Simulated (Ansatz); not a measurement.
```
Sn O
1.0
     0.00000    2.43663    2.43663
     2.43663    0.00000    2.43663
     2.43663    2.43663    0.00000
Sn O
1 2
Direct
  0.00000 0.00000 0.00000
  0.25000 0.25000 0.25000
  0.75000 0.75000 0.75000
```

```json
{
 "orbitals": "PBE",
 "datasets": "hard PAW set made for 700 eV",
 "k mesh": "4×4×4",
 "empty bands": "76",
 "response cutoff": "200 eV",
 "wave cutoff": "700 eV",
 "frequencies": "contour deformation",
 "q → 0 term": "the completed-sum build's own treatment",
 "band sums": "completed",
 "spin-orbit coupling": "off"
}
```

Program: Ansatz. The Kohn-Sham gap (from k = (0.25, -0.5, -0.25) to Γ) is 1.53 eV and the electronic dielectric constant on this mesh 4.9.

Estimate the linearised G0W0 gap between these edges.

3.16 eV, a change of +1.62 eV. The valence edge moves by -1.54 eV (Z = 0.76) and the conduction edge by +0.09 eV (Z = 0.82).

This ran on a trial build of the method. The cell is a model at fixed atoms and needn't be the relaxed known crystal. Points k are given in fractions of the reciprocal vectors. The mesh is coarse, so these are values at the stated settings, not converged ones. The response is still cut, so the gap isn't quite at its basis limit. The build that completes the sums treats q → 0 its own way, which shifts gaps on a coarse mesh by up to tenths of an eV. The gap is read on the mesh, and the crystal's band edges can lie off it. Meshes this coarse can overestimate the dielectric constant by a tenth and more.
